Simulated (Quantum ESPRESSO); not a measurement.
## Ge: zone-centre phonons under several settings

```
Ge
1.0
     0.00000    2.82891    2.82891
     2.82891    0.00000    2.82891
     2.82891    2.82891    0.00000
Ge
2
Cartesian
  4.2434 4.2434 4.2434
  2.8289 2.8289 2.8289
```

All runs used Quantum ESPRESSO 7.5; k mesh 8 × 8 × 8; no spin polarisation.

| level | potentials | geometry | cutoff (eV) | occupations | volume (Å³/atom) | pressure (GPa) | lowest optical mode without the field (cm⁻¹) |
| --- | --- | --- | --- | --- | --- | --- | --- |
| LDA | PseudoDojo 0.4.1 SR LDA standard | given cell, atoms relaxed | 1061 | cold, width 0.2 eV | 22.64 | -1.4 | 277 |
| LDA | GBRV 1.5 LDA | relaxed cell | 612 | gaussian, width 0.272 eV | ? | 0.0 | ? |
| LDA | PseudoDojo 0.4.1 SR LDA standard | relaxed cell | 1061 | cold, width 0.2 eV | 22.16 | 0.0 | 290 |
| PBEsol | PseudoDojo 0.4.1 SR PBEsol standard | relaxed cell | 1061 | cold, width 0.272 eV | 22.83 | 0.0 | 275 |
| PBEsol | PseudoDojo 0.4.1 SR PBEsol standard | given cell, atoms relaxed | 1061 | cold, width 0.136 eV | 22.64 | 0.6 | 281 |

Q: What stands in the row left open?

A: Volume 22.17 Å³/atom; lowest optical mode without the field 286 cm⁻¹.

